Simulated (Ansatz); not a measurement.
Input and command of a plane-wave DFT calculation in Ansatz:

```yaml
crystal:
  lattice:
    - [2.4044111616, -2.4044111616, 0.0]
    - [2.4044111616, 0.0, -2.4044111616]
    - [4.8088223233, 4.8088223233, 4.8088223233]
  atoms:
    - { symbol: B, position: [1.0, 0.0, 0.0] }
    - { symbol: B, position: [0.3333333333, 0.3333333333, 0.6666666667] }
    - { symbol: B, position: [0.6666666667, 0.6666666667, 0.3333333333] }
    - { symbol: As, position: [0.6666666667, 0.6666666667, 0.0833333333] }
    - { symbol: As, position: [1.0, 1.0, 0.75] }
    - { symbol: As, position: [0.3333333333, 0.3333333333, 0.4166666667] }
basis:
  ecutwfc: 420
kpoints:
  mp_grid: { grid: [9, 9, 4] }
hamiltonian:
  xc: pbe
scf:
  occupations: { method: gaussian, width: 0.05 }
output:
  forces: true
  stress: true
  eigenvalues: true
```

```bash
ansatz run input.yaml --threads 2 --pin off --max-ram 5120MiB --backend cpu --events-out ev --progress --plain --runs-dir out
```

Processor: Intel(R) Xeon(R) Platinum 8375C CPU @ 2.90GHz (Ice Lake), 2 threads, on a host shared with other jobs.

Question: How long does it run, and how much memory does it take?

Answer: About 3.8 s on 2 threads of Intel(R) Xeon(R) Platinum 8375C CPU @ 2.90GHz (Ice Lake), on a shared host, peak memory 0.41 GiB. It solves 33 bands at 43 k points (the mesh reduced by symmetry) with about 1647 plane waves, in 6 SCF iterations.
